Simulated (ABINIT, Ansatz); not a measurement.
**SiC (P6_3mc): G0W0 on several meshes in ABINIT**

Aim: the GW shift of SiC (P6_3mc) against the k mesh.

Program: ABINIT 10.8.3. Level of theory: PBE and many-body steps on it, plane waves. Results are calculated unless marked as measured.

## 1. The structure

The structure is hexagonal, space group P6_3mc (No. 186). Conventional cell: a = 3.077 Å, b = 3.077 Å, c = 15.098 Å, α = 90.00°, β = 90.00°, γ = 120.00°. Nearest to Si lie 4 C at 1.88 to 1.89 Å. Nearest to Si lie 4 C at 1.89 Å. C has 4 Si at 1.88 to 1.89 Å nearest. Nearest to C lie 4 Si at 1.89 Å. Farther neighbours are not listed.

The cell and positions are those that the Materials Project relaxed with its own functionals (PBE, PBE+U or r2SCAN), kept fixed.

## 2. Empty states on the mesh, 3×3×1 mesh, 537 bands

This step: ABINIT 10.8.3; DFT, PBE, plane waves, norm-conserving pseudopotentials.

The sums over transitions need many empty states on a uniform mesh; this step solves for them.

Input file run.abi:

```
acell 3*1.0 Angstrom
rprim 
  3.076621010229 -0.000000000007 0.000000000000
  -1.538310505109 2.664431952678 0.000000000000
  0.000000000000 0.000000000000 15.098084320000
ntypat 2
znucl 14 6
natom 12
typat 1 1 1 1 1 1 2 2 2 2 2 2
xred 
  0.333333333333 0.666666666667 0.832986150000
  0.666666666667 0.333333333333 0.332986150000
  0.666666666667 0.333333333333 0.666500600000
  0.333333333333 0.666666666667 0.166500600000
  0.000000000000 0.000000000000 0.499729420000
  0.000000000000 0.000000000000 0.999729420000
  0.000000000000 0.000000000000 0.874366410000
  0.000000000000 0.000000000000 0.374366410000
  0.333333333333 0.666666666667 0.707996780000
  0.666666666667 0.333333333333 0.207996780000
  0.666666666667 0.333333333333 0.541521640000
  0.333333333333 0.666666666667 0.041521640000
pp_dirpath "pseudos"
pseudos "Si.upf, C.upf"
ecut 37
ngkpt 3 3 1
nshiftk 1
shiftk 0 0 0
kptopt 1
chksymbreak 0
iscf -2
irdden 1
istwfk *1
nband 537
nbdbuf 48
tolwfr 1e-09
nstep 60
prtvol 0
indata_prefix "in"
outdata_prefix "out"
tmpdata_prefix "tmp"
```

Command:

```
$ OMP_NUM_THREADS=2 mpirun -n 3 abinit run.abi > log
```

Numbers of over 12 decimals in the logs are rounded to 6 here.

The program printed:

```text
.Version 10.8.3 of ABINIT. v10.8.2 released Aug 2026.

 Symmetries : space group P6_3 m c (#186); Bravais hP (primitive hexag.)
[... echo of the input left out ...]
== DATASET  1 ==================================================================
-   mpi_nproc: 3, omp_nthreads: 2 (-1 if OMP is not activated)

--- !DatasetInfo
iteration_state: {dtset: 1, }
dimensions: {natom: 12, nkpt: 3, mband: 537, nsppol: 1, nspinor: 1, nspden: 1, mpw: 9054, }
cutoff_energies: {ecut:  37.0, pawecutdg:  -1.0, }
[...]
5.22532    5.23319    5.23681    5.23684    5.24016    5.24024    5.24607    5.25524
   5.25568    5.25844    5.25896    5.26869    5.27033    5.27703    5.28173    5.28445
   5.29208
 prteigrs : prtvol=0 or 1, do not print more k-points.

== END DATASET(S) ==============================================================
================================================================================

 -outvars: echo values of variables after computation  --------
            nband         537
             nkpt           3
          spgroup         186
 [... the other variables as echoed above ...]

 Calculation completed.
```

Elapsed: 5 min, on 3 MPI ranks of Arm Neoverse V1, shared host; peak memory 0.55 GiB; 24 min of CPU time.

Numbers from this step:

```yaml
gap: 2.828 eV
k_of_the_valence_top: 0, 0, 0
k_of_the_conduction_bottom: 0.3333, 0, 0
least_direct_gap: 3.654 eV
k_points_computed: 3
lowest_point_of_the_top_converged_band_above_the_valence_top: 125.0222 eV
```

On this mesh the gap is 2.828 eV.

The density comes from a self-consistent run that is not shown.

## 3. Screening, 3×3×1 mesh, 213 bands, screening to 141.5 eV

The RPA dielectric matrix is built and inverted for each q.

This step: RPA screening on PBE, plane waves, norm-conserving pseudopotentials.

Changes to run.abi since step 2:

```diff
@@ -30,10 +30,11 @@
 chksymbreak 0
-iscf -2
-irdden 1
 istwfk *1
-nband 537
-nbdbuf 48
-tolwfr 1e-09
-nstep 60
-prtvol 0
+occopt 1
+irdwfk 1
+optdriver 3
+nband 213
+ecuteps 5.2
+inclvkb 2
+awtr 1
+symchi 1
 indata_prefix "in"
```

Command:

```
$ OMP_NUM_THREADS=1 mpirun -n 8 abinit run.abi > log
```

The program printed:

```text
.Version 10.8.3 of ABINIT. v10.8.2 released Aug 2026.

 Symmetries : space group P6_3 m c (#186); Bravais hP (primitive hexag.)
[... echo of the input left out ...]
== DATASET  1 ==================================================================
-   mpi_nproc: 8, omp_nthreads: 1 (-1 if OMP is not activated)

--- !DatasetInfo
iteration_state: {dtset: 1, }
dimensions: {natom: 12, nkpt: 3, mband: 213, nsppol: 1, nspinor: 1, nspden: 1, mpw: 9054, }
cutoff_energies: {ecut:  37.0, pawecutdg:  -1.0, }
electrons: {nelect:   4.80000000E+01, charge:   0.00000000E+00, occopt:   1.00000000E+00, tsmear:   1.00000000E-02, }

 SCREENING: Calculation of the susceptibility and dielectric matrices

 Based on a program developped by R.W. Godby, V. Olevano, G. Onida, and L. Reining.
 Incorporated in ABINIT by V. Olevano, G.-M. Rignanese, and M. Torrent.
.Using double precision arithmetic ; gwpc =  8

[... cell and pseudopotentials left out ...]
--------------------------------------------------------------------------------

 ==== K-mesh for the wavefunctions ====
 Number of points in the irreducible wedge :     3
[... list of points left out ...]
 Together with 12 symmetry operations and time-reversal symmetry
 yields     9 points in the full Brillouin Zone.

 ==== Q-mesh for the screening function ====
 Number of points in the irreducible wedge :     3
[... list of points left out ...]
 Together with 12 symmetry operations and time-reversal symmetry
 yields     9 points in the full Brillouin Zone.

 setmesh: FFT mesh size selected  =    20x   20x  108
          total number of points  =        43200

 vcoul_init : cutoff-mode = AUXILIARY_FUNCTION
 q-points for optical limit:   1
     1)      0.000010    0.000020    0.000030

- screening: taking advantage of time-reversal symmetry
- Maximum band index for partially occupied states nbvw = 24
- Remaining bands to be divided among processors   nbcw = 189
- Number of bands treated by each node ~23

 Number of electrons calculated from density =   48.0000; Expected =   48.0000
 average of density, n =  0.057470
 r_s =    1.6075
 omega_plasma =   23.1248 [eV]

 calculating chi0 at frequencies [eV] :
  1    0.000000E+00    0.000000E+00
  2    0.000000E+00    2.312478E+01

--------------------------------------------------------------------------------
  q-point number  1        q = ( 0.000000, 0.000000, 0.000000) [r.l.u.]
--------------------------------------------------------------------------------
[... chi0 elements left out ...]
 For q-point:  0.000010 0.000020 0.000030
  dielectric constant =   9.7772
  dielectric constant without local fields =  10.6824

  Average fulfillment of the sum rule on Im[epsilon] for q-point    1 :     85.79  [%]
[... wings left out ...]
  q-point number  2        q = ( 0.333333, 0.000000, 0.000000) [r.l.u.]
--------------------------------------------------------------------------------
[... chi0 elements left out ...]
  Average fulfillment of the sum rule on Im[epsilon] for q-point    2 :     80.91  [%]

 [... 1 further q-points ...]
```

Wall time 34 s (8 MPI ranks); peak memory 2.4 GiB.

This step gave:

```yaml
eps_infinity_with_local_fields_on_this_mesh_along_the_program_s_q_direction: 9.777
the_same_without_local_fields: 10.68
plasma_frequency: 23.12 eV
plane_waves_in_the_screening_matrix: 431
```

Local fields lower ε∞ by 8 %. On a Γ-centred mesh this coarse the value itself is usually too large, while a short band sum pulls it down.

## 4. 3×3×1

The self-energy is evaluated for the states that the input lists, and the levels follow from it, in one-shot runs by the linearised quasiparticle equation.

This step: G0W0 on PBE, plane waves, norm-conserving pseudopotentials.

Changes to run.abi since step 3:

```diff
@@ -33,8 +33,17 @@
 irdwfk 1
-optdriver 3
+optdriver 4
 nband 213
+gwcalctyp 0
+ecutsigx 37
+symsigma 1
+nkptgw 2
+kptgw 
+  0.0000000000 0.0000000000 0.0000000000
+  0.3333333333 0.0000000000 0.0000000000
+bdgw 
+  23 26
+  23 26
 ecuteps 5.2
-inclvkb 2
-awtr 1
-symchi 1
+irdscr 1
+ppmodel 1
 indata_prefix "in"
```

The program printed:

```text
.Version 10.8.3 of ABINIT. v10.8.2 released Aug 2026.

 Symmetries : space group P6_3 m c (#186); Bravais hP (primitive hexag.)
[... echo of the input left out ...]
== DATASET  1 ==================================================================
-   mpi_nproc: 8, omp_nthreads: 1 (-1 if OMP is not activated)

--- !DatasetInfo
iteration_state: {dtset: 1, }
dimensions: {natom: 12, nkpt: 3, mband: 213, nsppol: 1, nspinor: 1, nspden: 1, mpw: 9054, }
cutoff_energies: {ecut:  37.0, pawecutdg:  -1.0, }
electrons: {nelect:   4.80000000E+01, charge:   0.00000000E+00, occopt:   1.00000000E+00, tsmear:   1.00000000E-02, }

 SIGMA: Calculation of the GW corrections

 Based on a program developped by R.W. Godby, V. Olevano, G. Onida, and L. Reining.
 Incorporated in ABINIT by V. Olevano, G.-M. Rignanese, and M. Torrent.
.Using double precision arithmetic ; gwpc =  8

[... cell and pseudopotentials left out ...]
--------------------------------------------------------------------------------

 ==== K-mesh for the wavefunctions ====
 Number of points in the irreducible wedge :     3
[... list of points left out ...]
 Together with 12 symmetry operations and time-reversal symmetry
 yields     9 points in the full Brillouin Zone.

 ==== Q-mesh for screening function ====
 Number of points in the irreducible wedge :     3
[... list of points left out ...]
 Together with 12 symmetry operations and time-reversal symmetry
 yields     9 points in the full Brillouin Zone.

 vcoul_init : cutoff-mode = AUXILIARY_FUNCTION
 q-points for optical limit:   1
     1)      0.000010    0.000020    0.000030
 setmesh: FFT mesh size selected  =    27x   27x  160
          total number of points  =       116640

 Number of electrons calculated from density =   48.0000; Expected =   48.0000
 average of density, n =  0.057470
 r_s =    1.6075
 omega_plasma =   23.1248 [eV]

 === KS Band Gaps ===
  >>>> For spin  1
   Minimum direct gap =   3.6536 [eV], located at k-point      :   0.3333  0.0000  0.0000
   Fundamental gap    =   2.8282 [eV], Top of valence bands at :   0.0000  0.0000  0.0000
                                       Bottom of conduction at :   0.3333  0.0000  0.0000
 SIGMA fundamental parameters:
 PLASMON POLE MODEL  1
 number of plane-waves for SigmaX                 8941
 number of plane-waves for SigmaC and W            431
 number of plane-waves for wavefunctions          8941
 number of bands                                   213
 number of independent spin polarizations            1
 number of spinorial components                      1
 number of k-points in IBZ                           3
 number of q-points in IBZ                           3
 number of symmetry operations                      12
 number of k-points in BZ                            9
 number of q-points in BZ                            9
 number of frequencies for dSigma/dE                 9
 frequency step for dSigma/dE [eV]                0.25
 number of omega for Sigma on real axis              0
 max omega for Sigma on real axis  [eV]           0.00
 zcut for avoiding poles [eV]                     0.10

 EPSILON^-1 parameters (SCR file):
 dimension of the eps^-1 matrix on file            431
 dimension of the eps^-1 matrix used               431
 number of plane-waves for wavefunctions          8941
 number of bands                                   213
 number of q-points in IBZ                           3
 number of frequencies                               2
 number of real frequencies                          1
 number of imag frequencies                          1

 matrix elements of self-energy operator (all in [eV])

 Perturbative Calculation

--- !SelfEnergy_ee
iteration_state: {dtset: 1, }
kpoint     : [   0.000,    0.000,    0.000, ]
spin       : 1
KS_gap     :    5.203
QP_gap     :    6.064
Delta_QP_KS:    0.861
data: !SigmaeeData |
     Band     E0 <VxcDFT>   SigX SigC(E0)      Z dSigC/dE  Sig(E)    E-E0       E
       23   6.915 -15.016 -18.354   2.893   0.791  -0.265 -15.368  -0.351   6.563
       24   6.915 -15.016 -18.354   2.893   0.791  -0.265 -15.368  -0.351   6.563
       25  12.118 -12.104  -6.525  -4.943   0.801  -0.248 -11.594   0.510  12.628
       26  12.288 -12.048  -6.439  -4.983   0.801  -0.248 -11.547   0.501  12.789

--- !SelfEnergy_ee
iteration_state: {dtset: 1, }
kpoint     : [   0.333,    0.000,    0.000, ]
spin       : 1
KS_gap     :    3.654
QP_gap     :    4.409
Delta_QP_KS:    0.756
data: !SigmaeeData |
     Band     E0 <VxcDFT>   SigX SigC(E0)      Z dSigC/dE  Sig(E)    E-E0       E
       23   5.831 -14.388 -17.676   2.733   0.792  -0.263 -14.827  -0.439   5.391
       24   6.089 -14.661 -18.246   2.995   0.789  -0.267 -15.127  -0.466   5.624
       25   9.743 -10.729  -5.997  -4.376   0.814  -0.228 -10.439   0.290  10.033
       26   9.831 -10.679  -5.901  -4.405   0.814  -0.228 -10.376   0.304  10.134

== END DATASET(S) ==============================================================
================================================================================

 -outvars: echo values of variables after computation  --------
           etotal      0.0000000000E+00
            nband         213
             nkpt           3
          spgroup         186
 [... the other variables as echoed above ...]

 Calculation completed.
```

It took 14 s on 8 MPI ranks; peak memory 1.6 GiB; 1.8 min of CPU time.

Numbers from this step:

| Item | Value |
| --- | --- |
| G0W0 gap on the points computed | 3.470 eV |
| starting gap on the mesh | 2.828 eV |
| k of the valence top | 0, 0, 0 |
| k of the conduction bottom | 0.3333, 0, 0 |
| Z at the valence top | 0.791 |
| Z at the conduction bottom | 0.814 |
| least direct G0W0 gap on the computed points | 4.409 eV |

The gap on the mesh goes from 2.83 eV to 3.47 eV, a correction of +0.64 eV.

## 5. Empty states on the mesh, 6×6×1 mesh, 233 bands

This step: DFT, PBE, plane waves, norm-conserving pseudopotentials.

Changes to run.abi since step 4:

```diff
@@ -25,3 +25,3 @@
 ecut 37
-ngkpt 3 3 1
+ngkpt 6 6 1
 nshiftk 1
@@ -30,20 +30,10 @@
 chksymbreak 0
+iscf -2
+irdden 1
 istwfk *1
-occopt 1
-irdwfk 1
-optdriver 4
-nband 213
-gwcalctyp 0
-ecutsigx 37
-symsigma 1
-nkptgw 2
-kptgw 
-  0.0000000000 0.0000000000 0.0000000000
-  0.3333333333 0.0000000000 0.0000000000
-bdgw 
-  23 26
-  23 26
-ecuteps 5.2
-irdscr 1
-ppmodel 1
+nband 233
+nbdbuf 20
+tolwfr 1e-09
+nstep 60
+prtvol 0
 indata_prefix "in"
```

Command:

```
$ OMP_NUM_THREADS=1 mpirun -n 7 abinit run.abi > log
```

The program printed:

```text
.Version 10.8.3 of ABINIT. v10.8.2 released Aug 2026.

 Symmetries : space group P6_3 m c (#186); Bravais hP (primitive hexag.)
[... echo of the input left out ...]
== DATASET  1 ==================================================================
-   mpi_nproc: 7, omp_nthreads: 1 (-1 if OMP is not activated)

--- !DatasetInfo
iteration_state: {dtset: 1, }
dimensions: {natom: 12, nkpt: 7, mband: 233, nsppol: 1, nspinor: 1, nspden: 1, mpw: 9054, }
cutoff_energies: {ecut:  37.0, pawecutdg:  -1.0, }
[...]
2.67322    2.67467    2.67467    2.69390    2.69390    2.71226    2.72728    2.72729
   2.75121    2.75124    2.76129    2.76132    2.76327    2.78442    2.78586    2.79328
   2.80313
 prteigrs : prtvol=0 or 1, do not print more k-points.

== END DATASET(S) ==============================================================
================================================================================

 -outvars: echo values of variables after computation  --------
            nband         233
             nkpt           7
          spgroup         186
 [... the other variables as echoed above ...]

 Calculation completed.
```

Wall time 1.9 min (7 MPI ranks); peak memory 0.86 GiB.

Numbers from this step:

```
gap                                                           : 2.027 eV
k of the valence top                                          : 0, 0, 0
k of the conduction bottom                                    : 0.5, 0, 0
least direct gap                                              : 3.130 eV
k points computed                                             : 7
lowest point of the top converged band, above the valence top : 64.0605 eV
```

On this mesh the gap is 2.027 eV.

## 6. Screening, 6×6×1 mesh, 213 bands, screening to 141.5 eV

This step: RPA screening on PBE, plane waves, norm-conserving pseudopotentials.

Changes to run.abi since step 5:

```diff
@@ -30,10 +30,11 @@
 chksymbreak 0
-iscf -2
-irdden 1
 istwfk *1
-nband 233
-nbdbuf 20
-tolwfr 1e-09
-nstep 60
-prtvol 0
+occopt 1
+irdwfk 1
+optdriver 3
+nband 213
+ecuteps 5.2
+inclvkb 2
+awtr 1
+symchi 1
 indata_prefix "in"
```

Command:

```
$ OMP_NUM_THREADS=1 mpirun -n 8 abinit run.abi > log
```

The program printed:

```text
.Version 10.8.3 of ABINIT. v10.8.2 released Aug 2026.

 Symmetries : space group P6_3 m c (#186); Bravais hP (primitive hexag.)
[... echo of the input left out ...]
== DATASET  1 ==================================================================
-   mpi_nproc: 8, omp_nthreads: 1 (-1 if OMP is not activated)

--- !DatasetInfo
iteration_state: {dtset: 1, }
dimensions: {natom: 12, nkpt: 7, mband: 213, nsppol: 1, nspinor: 1, nspden: 1, mpw: 9054, }
cutoff_energies: {ecut:  37.0, pawecutdg:  -1.0, }
electrons: {nelect:   4.80000000E+01, charge:   0.00000000E+00, occopt:   1.00000000E+00, tsmear:   1.00000000E-02, }

 SCREENING: Calculation of the susceptibility and dielectric matrices

 Based on a program developped by R.W. Godby, V. Olevano, G. Onida, and L. Reining.
 Incorporated in ABINIT by V. Olevano, G.-M. Rignanese, and M. Torrent.
.Using double precision arithmetic ; gwpc =  8

[... cell and pseudopotentials left out ...]
--------------------------------------------------------------------------------

 ==== K-mesh for the wavefunctions ====
 Number of points in the irreducible wedge :     7
[... list of points left out ...]
 Together with 12 symmetry operations and time-reversal symmetry
 yields    36 points in the full Brillouin Zone.

 ==== Q-mesh for the screening function ====
 Number of points in the irreducible wedge :     7
[... list of points left out ...]
 Together with 12 symmetry operations and time-reversal symmetry
 yields    36 points in the full Brillouin Zone.

 setmesh: FFT mesh size selected  =    20x   20x  108
          total number of points  =        43200

 vcoul_init : cutoff-mode = AUXILIARY_FUNCTION
 q-points for optical limit:   1
     1)      0.000010    0.000020    0.000030

- screening: taking advantage of time-reversal symmetry
- Maximum band index for partially occupied states nbvw = 24
- Remaining bands to be divided among processors   nbcw = 189
- Number of bands treated by each node ~23

 Number of electrons calculated from density =   48.0000; Expected =   48.0000
 average of density, n =  0.057470
 r_s =    1.6075
 omega_plasma =   23.1248 [eV]

 calculating chi0 at frequencies [eV] :
  1    0.000000E+00    0.000000E+00
  2    0.000000E+00    2.312478E+01

--------------------------------------------------------------------------------
  q-point number  1        q = ( 0.000000, 0.000000, 0.000000) [r.l.u.]
--------------------------------------------------------------------------------
[... chi0 elements left out ...]
 For q-point:  0.000010 0.000020 0.000030
  dielectric constant =   6.9647
  dielectric constant without local fields =   7.6121

  Average fulfillment of the sum rule on Im[epsilon] for q-point    1 :     85.84  [%]
[... wings left out ...]
  q-point number  2        q = ( 0.166667, 0.000000, 0.000000) [r.l.u.]
--------------------------------------------------------------------------------
[... chi0 elements left out ...]
  Average fulfillment of the sum rule on Im[epsilon] for q-point    2 :     85.96  [%]

 [... 5 further q-points ...]
```

Elapsed: 2.3 min, on 8 MPI ranks; peak memory 3.7 GiB.

This step gave:

```yaml
eps_infinity_with_local_fields_on_this_mesh_along_the_program_s_q_direction: 6.965
the_same_without_local_fields: 7.612
plasma_frequency: 23.12 eV
plane_waves_in_the_screening_matrix: 431
```

(Continued in part 2 of 2.)

[Paths, hosts, dates, memory and timing lines, banners, echoed tables and standing remarks are left out of the program output.]

[Logs are printed without paths, hosts, clocks, repeated set-up lines and the standing remarks that a program may print on its own settings, such as how far it seeks lower states.]

[Runs of the session that timed out or met a known fault of the program may be left out.]

[Hosts, paths, dates, database ids (printed as entryN), source tags and the programs' standing remarks are cut or masked in the printed files.]

[G0W0 gaps are taken among the corrected bands and points alone; a level outside them can change the order at an edge.]

[Where Ansatz stands beside ABINIT at settings called matched, ABINIT's density can come from a denser mesh and the files from another edition; pairs whose starting gaps differed by over 0.03 eV were left out, so agreement reads better than it is.]
